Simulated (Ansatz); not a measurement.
# RbCl: a single-point run

Wanted: a converged single-point run for RbCl, and a check of what comes out. The structure is shown as the input types it.

Program: Ansatz 0.2.0. Level of theory: density functional or hybrid calculation with the settings of its input, plane waves (as first typed). These are calculated values, not measurements.

5 further runs of the same task are left out: 5 that didn't finish.

## Step 1: The system as given

It takes space group Fm-3m (No. 225, cubic). Conventional cell: a = 6.611 Å, b = 6.611 Å, c = 6.611 Å, α = 90.00°, β = 90.00°, γ = 90.00°. Rb (site symmetry m-3m) is surrounded by 6 Cl at 3.31 Å. Cl (site symmetry m-3m) is surrounded by 6 Rb at 3.31 Å.

Structure file:

```
CELL_PARAMETERS angstrom
0.00000 3.30573 3.30573
3.30573 0.00000 3.30573
3.30573 3.30573 0.00000
ATOMIC_POSITIONS crystal
Rb 0.00000 0.00000 0.00000
Cl 0.50000 0.50000 0.50000
```

## Step 2: The run

Input file input.yaml:

```yaml
crystal:
  lattice:
    - [0.0, 3.3057264435, 3.3057264435]
    - [3.3057264435, 0.0, 3.3057264435]
    - [3.3057264435, 3.3057264435, 0.0]
  atoms:
    - { symbol: Rb, position: [0.0, 0.0, 0.0] }
    - { symbol: Cl, position: [0.5, 0.5, 0.5] }
kpoints:
  mp_grid: { grid: [4, 4, 4] }
hamiltonian:
  xc: pbe
scf:
  occupations: { method: cold, width: 1.5 }
  n_extra_bands: 4
output:
  forces: true
  stress: true
  eigenvalues: true
```

Started as:

```
ansatz run input.yaml --threads 4 --pin off --max-ram 3686MiB --backend cpu --events-out ev --progress --plain --runs-dir out
```

**Question.** How will this run end, and is anything wrong with its input?

The program finished normally. That alone doesn't make the input a sound one.

In the input, scf.occupations.method is cold; scf.occupations.width is 1.5. The width is far wider than usual, so occupations near the Fermi level are blurred and the entropy term grows.

Run again and compare: delete scf.occupations.width (the default then holds) and set scf.occupations.method to fixed.
